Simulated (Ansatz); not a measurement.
Nb:

```
Nb
1.0
     2.71964    0.00000    0.00000
     0.00000    2.71964    0.00000
     0.00000    0.00000    2.71964
Nb
1
Direct
  0.50000 0.50000 0.50000
```

The cell was built by a generator and needn't be a form met in nature.

```yaml
Program: Ansatz 0.2.0
Task: relaxation of cell and atoms
Functional: BLYP
Potentials_or_basis: Ansatz PAW
Cutoff: "420 eV (not typed: the program's choice for these potentials)"
k_mesh: 10 × 10 × 10
Occupations: fermi-dirac, width 0.05 eV
Spin: no spin polarisation
```

At the start: volume 20.12 Å³/atom.

How do energy, volume and symmetry change on relaxing?

It ends after 4 steps and the volume is 21.22 Å³/atom (+5.5 %); space group Pm-3m (No. 221, to 0.05 Å).

Step by step:
```csv
step,energy change (eV),largest force (eV/Å),volume (Å³)
1,0.0000,0.0000,20.12
2,-0.0213,0.0000,21.23
3,-0.0214,0.0000,21.22
4,-0.0215,0.0000,21.22
```

Final structure:
```yaml
crystal:
  lattice:
    - [2.76838, 0.00000, 0.00000]
    - [0.00000, 2.76838, 0.00000]
    - [0.00000, 0.00000, 2.76838]
  atoms:
    - { symbol: Nb, position: [0.50000, 0.50000, 0.50000] }
```

Caveat: the plane-wave basis is chosen anew once the cell has moved, so the energies of steps on either side of that aren't comparable; the PAW data sets come from PBE, with cores solved anew for the run's functional, which leaves a small shift of forces and pressure.
